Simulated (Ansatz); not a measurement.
**ZnTe: pressure series**

Base system: ZnTe in the zinc blende structure (space group F-43m, No. 216).

```
ZnTe
1.0
    0.00000     3.08959     3.08959
    3.08959     0.00000     3.08959
    3.08959     3.08959     0.00000
Te Zn
1 1
Direct
  0.75000   0.75000   0.75000
  0.00000   0.00000   0.00000
```

Cell and atoms are relaxed at each pressure.

Method: PBE (Ansatz, an electronic-structure program), no spin-orbit coupling, earlier PAW set.

Notes on the quantities. hole mass: degenerate bands, along [100].

```
change            lattice parameter a  band gap                    hole mass  width of the top valence band
----------------  -------------------  --------  ---------------------------  -----------------------------
base                          6.179 Å   1.07 eV  0.077, 0.48, 0.48 mₑ (at Γ)                        2.43 eV
pressure −2 GPa               6.288 Å   0.84 eV  0.065, 0.52, 0.52 mₑ (at Γ)                        2.21 eV
pressure −1 GPa               6.230 Å   0.96 eV  0.072, 0.50, 0.50 mₑ (at Γ)                        2.32 eV
pressure 3 GPa                6.057 Å   1.35 eV  0.091, 0.44, 0.44 mₑ (at Γ)                        2.70 eV
pressure 7 GPa                      ?         ?                            ?                              ?
pressure 15 GPa               5.758 Å   1.84 eV   0.12, 0.34, 0.34 mₑ (at Γ)                        3.50 eV
pressure 30 GPa               5.544 Å   1.48 eV   0.14, 0.28, 0.28 mₑ (at Γ)                        4.23 eV
pressure 50 GPa               5.358 Å   1.10 eV   0.16, 0.23, 0.23 mₑ (at Γ)                        4.98 eV
pressure 75 GPa               5.196 Å   0.72 eV   0.17, 0.19, 0.19 mₑ (at Γ)                        5.70 eV
pressure 100 GPa              5.076 Å   0.41 eV   0.17, 0.17, 0.17 mₑ (at Γ)                        6.26 eV
```

**Question.** Fill in the withheld entries from the trend.

**Answer.** 
- pressure 7 GPa, lattice parameter a: 5.934 Å
- pressure 7 GPa, band gap: 1.66 eV
- pressure 7 GPa, hole mass: 0.10, 0.39, 0.39 mₑ (at Γ)
- pressure 7 GPa, width of the top valence band: 3.01 eV

Spin-orbit coupling, missing from the scalar runs, can matter with Te. Load acts through the strain it causes; cell and atoms are relaxed under it. Effective masses come from finite differences of ±0.01 Å⁻¹. Whether these cells are dynamically stable was not tested. Measured, ZnTe leaves this structure (for cinnabar) near 9.5 GPa (temperature not stated; as listed in Datta, Sujoy, Jana, Debnarayan, arXiv (2020)), on rising pressure, with hysteresis.
